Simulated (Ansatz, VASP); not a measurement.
CdTe: VASP beside Ansatz

INCAR

```
SYSTEM = CdTe
PREC = Accurate
ENCUT = 520
EDIFF = 1E-8
ISMEAR = 0
SIGMA = 0.02
LREAL = .False.
LASPH = .True.
NELM = 100
ALGO = Normal
ISIF = 2
LWAVE = .False.
LCHARG = .False.
GGA = PE
LEFG = .True.
```

KPOINTS

```
Automatic mesh
0
Gamma
  7 7 7
  0 0 0
```

Contents of POSCAR:

```
CdTe
1.0
    0.0000000000      3.2050000000      3.2050000000
    3.2050000000      0.0000000000      3.2050000000
    3.2050000000      3.2050000000      0.0000000000
Te Cd
1 1
Direct
    0.7500000000      0.7500000000      0.7500000000
    0.0000000000      0.0000000000      0.0000000000
```

File input.yaml:

```yaml
crystal:
  lattice:
    - [0.0, 3.205, 3.205]
    - [3.205, 0.0, 3.205]
    - [3.205, 3.205, 0.0]
  atoms:
    - { symbol: Te, position: [0.75, 0.75, 0.75] }
    - { symbol: Cd, position: [0.0, 0.0, 0.0] }
hamiltonian:
  xc: pbe
  pseudopotentials: { kind: paw }
kpoints:
  mp_grid: { grid: [7, 7, 7] }
scf:
  occupations: { method: gaussian, width: 0.02 }
output:
  forces: true
  stress: true
  eigenvalues: true
```

Alike in both runs: functional PBE; k mesh 7 × 7 × 7; occupations gaussian, width 0.02 eV; no spin polarisation.

```csv
,VASP,Ansatz
version,VASP 6.6.1,Ansatz 0.2.0
potentials or method,"VASP PAW PBE potentials, release 64 (Te, Cd)",Ansatz PAW
plane-wave cutoff (eV),520,420
valence electrons in the cell,18,36
task,electric field gradients,single point
```

Ansatz gave:

* gap on the k mesh at the Fermi level (eV): 0.87
* least direct gap on the mesh (eV): 0.87
* pressure (GPa): 4.2

Task: What did VASP give for the same quantities?

Result: gap on the k mesh at the Fermi level (eV): 0.87; least direct gap on the mesh (eV): 0.87; pressure (GPa): 4.4.

The functional is the same, so the differences come from potentials, cutoffs and numerics. The two sets of potentials don't hold the same shells in valence.

Caveats: spin-orbit coupling is left out, which moves the levels of the heavy elements; odd divisions of the mesh miss points on the zone boundary, where band edges often lie, so the gap on the mesh can be too wide (Ansatz). PBE gaps usually lie below the measured ones, often by a third to a half.
